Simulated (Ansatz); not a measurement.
Method: Ansatz 0.2.0, DFT PBE, scalar-relativistic, plane waves, PAW. All cells share a 420 eV cutoff and Γ-centred k meshes spaced at most about 0.3 Å⁻¹ (about 0.25 or finer for metals, 2π included). No spin polarisation in the final relaxations.

Temperature and zero-point effects are left out.

Compare these two cells of Cu, each relaxed at this level.

A.

```cif
data_structure
_symmetry_space_group_name_H-M 'Fm-3m'
_symmetry_Int_Tables_number 225
_cell_length_a 3.6293
_cell_length_b 3.6293
_cell_length_c 3.6293
_cell_angle_alpha 90.000
_cell_angle_beta 90.000
_cell_angle_gamma 90.000
_cell_volume 47.81
loop_
_atom_site_label
_atom_site_type_symbol
_atom_site_symmetry_multiplicity
_atom_site_Wyckoff_symbol
_atom_site_fract_x
_atom_site_fract_y
_atom_site_fract_z
_atom_site_occupancy
Cu1 Cu 4 a 0.00000 0.00000 0.00000 1
```

B.

```cif
data_structure
_symmetry_space_group_name_H-M 'I4/mmm'
_symmetry_Int_Tables_number 139
_cell_length_a 4.0168
_cell_length_b 4.0168
_cell_length_c 5.3289
_cell_angle_alpha 90.000
_cell_angle_beta 90.000
_cell_angle_gamma 90.000
_cell_volume 85.98
loop_
_atom_site_label
_atom_site_type_symbol
_atom_site_symmetry_multiplicity
_atom_site_Wyckoff_symbol
_atom_site_fract_x
_atom_site_fract_y
_atom_site_fract_z
_atom_site_occupancy
Cu1 Cu 4 d 0.00000 0.50000 0.25000 1
Cu2 Cu 2 b 0.00000 0.00000 0.50000 1
```

Question: Which form is favoured at zero pressure, and by what margin per atom?

Answer: A is lower, by 0.38 eV/atom. A has the fcc type, space group Fm-3m (No. 225), 12.0 Å³/atom and no gap on its mesh; B has space group I4/mmm (No. 139), 14.3 Å³/atom and no gap. Counting all near atoms (those within 1.25 times the shortest distance at each site; a plus sign parts nearer from farther groups; a slash parts the counts of unlike sites), A has Cu 12 and B has Cu 8/4+6. The denser one is the lower, and pressure would at first widen the difference. In A, Cu is surrounded by 12 Cu at 2.57 Å. In B, around Cu on a site of symmetry -4m2 lie 4 Cu at 2.41 Å, 2 Cu at 2.66 Å and 4 Cu at 2.84 Å; Cu on a site of symmetry 4/mmm has 8 Cu at 2.41 Å. Both come from invented guesses. The part of the Crystallography Open Database at hand lists Cu in space group No. 225; sharing a group (Fm-3m) doesn't make a cell the listed structure.

Cells relaxed within their symmetry can be saddle points. The Fm-3m cell of Cu came from shaking the I4/mmm one.
